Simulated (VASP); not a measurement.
Input of a VASP 6.6.1 run:

INCAR

```
  ALGO = Normal
  EDIFF = 1E-7
  ENCUT = 520
  GGA = PE
  ISIF = 2
  ISMEAR = 0
  LASPH = T
  LCHARG = F
  LREAL = F
  LWAVE = F
  NBANDS = 26
  NELM = 60
  PREC = Accurate
  SIGMA = 0.05
```

The input KPOINTS:

```
k-points
0
Gamma
  12 12 6
```

File POSCAR:

```
ZnS
1.0
    3.8454929889      0.0000000000      0.0000000000
   -1.9227464944      3.3302946184      0.0000000000
    0.0000000000      0.0000000000      6.3053333047
Zn S
2 2
Direct
    0.3333333333      0.6666666667      0.0052197899
    0.6666666667      0.3333333333      0.5052197899
    0.3333333333      0.6666666667      0.3797802101
    0.6666666667      0.3333333333      0.8797802101
```

Potentials or basis: VASP PAW PBE potentials, release 64 (Zn, S).

Command:

```console
$ cat potpaw_PBE.64/Zn/POTCAR potpaw_PBE.64/S/POTCAR > POTCAR
$ mpirun -np 1 vasp_std > vasp.out
```

Predict the pressure.

0.1 GPa.

What does it give for the band gap on the k mesh?

2.08 eV, direct.

**Experimental background.**

From a printed reference work, monograph, for a bulk crystal of ZnS at 4 K: band gap 3.911 eV (direct).

Against the measured gap of ZnS, 3.911 eV (direct; 4 K; a printed reference work, monograph), the calculated 2.08 eV is off by -1.83 eV. The value is that of PBE on a finite k mesh, which can miss the band edges, without temperature or zero-point motion. Semilocal functionals fall short of measured gaps as a rule.
